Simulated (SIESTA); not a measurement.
Runs of SIESTA 5.4.2 on GaAs. Symmetry: F-43m, No. 216, cubic system. Conventional cell: a = 5.654 Å, b = 5.654 Å, c = 5.654 Å, α = 90.00°, β = 90.00°, γ = 90.00°. As (site symmetry -43m) has 4 Ga at 2.45 Å as nearest neighbours. Ga (site symmetry -43m) is surrounded by 4 As at 2.45 Å. 

```tsv
task	level	potentials or basis	broadening (eV)	window to (eV)	polarisation	direction	optical mesh offset	gap on the mesh (eV)	pressure (GPa)
band structure	vdW-DF-cx	PseudoDojo 0.4 standard (PBE files), DZP (energy shift 0.003 Ry; two zetas on semicore shells)	-	-	-	-	-	(b)	2.2
band structure	PBE	PseudoDojo 0.4 standard (PBE files), DZP (energy shift 0.003 Ry; two zetas on semicore shells)	-	-	-	-	-	0.66	4.1
band structure	AM05	PseudoDojo 0.4 standard (PBEsol files), DZP (energy shift 0.003 Ry; two zetas on semicore shells)	-	-	-	-	-	0.62	1.1
optical spectrum	PBE	PseudoDojo 0.4 standard (PBE files), DZP (energy shift 0.003 Ry; two zetas on semicore shells)	0.1 eV	40 eV	polarized	1.0 0.0 0.0	true	0.66	4.1
band structure	BLYP	PseudoDojo 0.4 standard (PBE files), DZP (energy shift 0.003 Ry; two zetas on semicore shells)	-	-	-	-	-	(a)	6.8
```

Alike in all rows: no spin polarisation; cell as given; k mesh 8 × 8 × 8; smearing fermi-dirac 0.05 eV; grid cutoff 800 Ry; energy shift 0.003 Ry.

Task: Estimate the missing entries.

Result: (a) 0.46; (b) 0.58.

Caveats: the basis of atomic orbitals isn't converged, which shifts pressures, moduli and gaps; the potentials were made for another functional, which shifts forces and pressure (some runs); the basis holds too few empty states to meet the f-sum rule, so the spectrum is short of weight at high energy (some runs); spectra need much finer meshes, so this one isn't converged (some runs); independent-particle spectra lack excitons (some runs).

A k mesh can miss the band edges, and the runs leave out spin-orbit coupling on As, Ga.
